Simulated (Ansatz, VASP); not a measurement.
**Si in VASP and in Ansatz**

INCAR

```
SYSTEM = Si
PREC = Accurate
ENCUT = 520
EDIFF = 1E-8
ISMEAR = -1
SIGMA = 0.08
LREAL = .False.
LASPH = .True.
NELM = 80
ALGO = Normal
ISIF = 2
LWAVE = .False.
LCHARG = .False.
GGA = CA
LEFG = .True.
NBANDS = 11
```

File KPOINTS:

```
regular mesh
0
Gamma
  11 11 11
  0 0 0
```

POSCAR

```
Si
1.0
    0.0000000000      2.6605082448      2.6605082448
    2.6605082448      0.0000000000      2.6605082448
    2.6605082448      2.6605082448      0.0000000000
Si
2
Direct
    0.5000000000      0.5000000000      0.5000000000
    0.7500000000      0.7500000000      0.7500000000
```

Input for Ansatz:

```yaml
crystal:
  lattice:
    - [0.0, 2.6605082448, 2.6605082448]
    - [2.6605082448, 0.0, 2.6605082448]
    - [2.6605082448, 2.6605082448, 0.0]
  atoms:
    - { symbol: Si, position: [0.5, 0.5, 0.5] }
    - { symbol: Si, position: [0.75, 0.75, 0.75] }
kpoints:
  mp_grid: { grid: [11, 11, 11] }
scf:
  occupations: { method: fermi_dirac, width: 0.08 }
hamiltonian:
  xc: lda
  pseudopotentials: { kind: paw }
output:
  forces: true
  stress: true
  eigenvalues: true
  efg: { contact_densities: true }
  write_density: true
  write_potential: true
  elf: true
  volumetric_format: npy
```

Change from the starting cell: volume scaled by 0.9405, PAW files.

Alike in both runs: task electric field gradients; functional LDA; k mesh 11 × 11 × 11; occupations fermi-dirac, width 0.08 eV; no spin polarisation.

|  | VASP | Ansatz |
| --- | --- | --- |
| version | VASP 6.6.1 | Ansatz 0.2.0 |
| potentials or method | VASP PAW LDA potentials, release 64 (Si) | PAW with Ansatz's default frozen-core files, scalar-relativistic |
| plane-wave cutoff (eV) | 520 | 420 |
| valence electrons in the cell | 8 | 8 |

|  | VASP | Ansatz | Ansatz less VASP |
| --- | --- | --- | --- |
| pressure (GPa) | 4.9 | 4.8 | -0.06 |
| Vzz of the field gradient on the site that differs most (V/Å²) | 0.0 | 0.0 | 0.00 |

Caveats: an odd mesh through Γ misses points on the zone boundary, where band edges often lie.
